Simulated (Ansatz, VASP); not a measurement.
## CaSe: VASP beside Ansatz

```
Ca Se
1.0
     0.00000    2.96754    3.02689
     2.96754    0.00000    3.02689
     2.96754    2.96754    0.00000
Ca Se
1 1
Direct
  0.00000 0.00000 0.00000
  0.50000 0.50000 0.50000
```

Change from the starting cell: uniaxial_z strain +2.0%.

Alike in both runs: task single point; functional PBE; k mesh 8 × 8 × 8; occupations fermi-dirac, width 0.02 eV; no spin polarisation.

```csv
,VASP,Ansatz
version,VASP 6.6.1,Ansatz 0.2.0
potentials or method,"VASP PAW PBE potentials, release 64 (Ca_sv, Se)","plane waves, PAW"
plane-wave cutoff (eV),520,420
valence electrons in the cell,16,26
```

Ansatz gave:

```
gap on the k mesh at the Fermi level (eV)       : 2.10
pressure (GPa)                                  : -0.3
largest component of the traceless stress (GPa) : 1.04
```

Problem. What did VASP give for the same quantities?

Solution. gap on the k mesh at the Fermi level (eV): 2.09; pressure (GPa): -0.2; largest component of the traceless stress (GPa): 1.06.

The two sets of potentials don't hold the same shells in valence.

A k mesh can miss the band edges.
